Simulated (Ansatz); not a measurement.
**SiNi3 in Ansatz: the effect of functional**

Crystal: SiNi3.

```
CELL_PARAMETERS angstrom
3.46969 0.00000 0.00000
0.00000 3.46969 0.00000
0.00000 0.00000 3.46969
ATOMIC_POSITIONS crystal
Ni 0.50000 0.50000 0.00000
Ni 0.50000 0.00000 0.50000
Ni 0.00000 0.50000 0.50000
Si 0.00000 0.00000 0.00000
```

The cell isn't the ideal one: volume scaled by 0.94.

Alike in all runs:

```yaml
Program: Ansatz 0.2.0
Task: single point
Potentials_or_basis: Ansatz PAW
k_mesh: 8 × 8 × 8
Occupations: fermi-dirac, width 0.05 eV
Spin: collinear spin, ferromagnetic start
Starting_moments: "[1.0, 1.0, 1.0, 0.0] μB"
```

| functional | cutoff | pressure (GPa) | moment (μB) |
| --- | --- | --- | --- |
| LDA | 420 eV (not typed: the program's choice for these potentials) | ? | ? |
| PBEsol | 420 eV (not typed: the program's choice for these potentials) | -1.8 | 0.00 |
| r2SCAN | 500 eV (not typed: the program's choice for these potentials) | -1.0 | 0.12 |

Problem. What does the run with functional LDA give?

Solution. Pressure -8.6 GPa; moment 0.00 μB.

Caveats: the PAW data sets come from PBE, with cores solved anew for the run's functional, which leaves a small shift of forces and pressure; the starting moments weren't kept; the magnetic or orbital state may not be the lowest (some runs).
